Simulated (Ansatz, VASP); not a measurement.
## WC: VASP beside Ansatz

```
W C
1.0
     2.90050    0.00000    0.00000
    -1.45025    2.51191    0.00000
     0.00000    0.00000    2.82900
W C
1 1
Direct
  0.00000 0.00000 0.00000
  0.66667 0.33333 0.50000
```

Alike in both runs: task single point; functional r2SCAN; k mesh 18 × 18 × 16; occupations gaussian, width 0.15 eV; no spin polarisation.

|  | VASP | Ansatz |
| --- | --- | --- |
| version | VASP 6.6.1 | Ansatz 0.2.0 |
| potentials or method | VASP PAW PBE potentials, release 64 (W_sv, C) | scalar-relativistic, plane waves, PAW |
| plane-wave cutoff (eV) | 520 | 500 |
| valence electrons in the cell | 18 | 18 |

```tsv
	VASP	Ansatz	Ansatz less VASP
gap on the k mesh at the Fermi level (eV)	none	none	-
pressure (GPa)	6.3	4.3	-1.98
largest component of the traceless stress (GPa)	0.11	0.33	+0.219
```

A gap of «none» marks a metal or a gap that the smearing closes.

Caveats: the PAW data sets were made with another functional, which shifts forces and pressure a little (VASP). Spin-orbit coupling is left out, which matters for the levels of W.
